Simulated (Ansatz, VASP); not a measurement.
## One calculation of InP, two programs

```
CELL_PARAMETERS angstrom
0.00000 2.59650 2.59650
2.59650 0.00000 2.59650
2.59650 2.59650 0.00000
ATOMIC_POSITIONS crystal
In 0.00000 0.00000 0.00000
P 0.50000 0.50000 0.50000
```

Alike in both runs: task single point; functional LDA; k mesh 14 × 14 × 14; occupations fermi-dirac, width 0.15 eV; no spin polarisation.

|  | VASP | Ansatz |
| --- | --- | --- |
| version | VASP 6.6.1 | Ansatz 0.2.0 |
| potentials or method | VASP PAW LDA potentials, release 64 (In_d, P) | scalar-relativistic, plane waves, PAW |
| plane-wave cutoff (eV) | 520 | 420 |
| valence electrons in the cell | 18 | 18 |

Ansatz gave:

| Item | Value |
| --- | --- |
| gap on the k mesh at the Fermi level (eV) | none |
| pressure (GPa) | 15.4 |

Q: Estimate VASP's values.

A: gap on the k mesh at the Fermi level (eV): none; pressure (GPa): 15.5.

A gap of «none» marks a metal or a gap that the smearing closes.

Caveats: so large a pressure means that the cell lies far from this level's equilibrium, or that cutoff or potentials fall short (VASP).
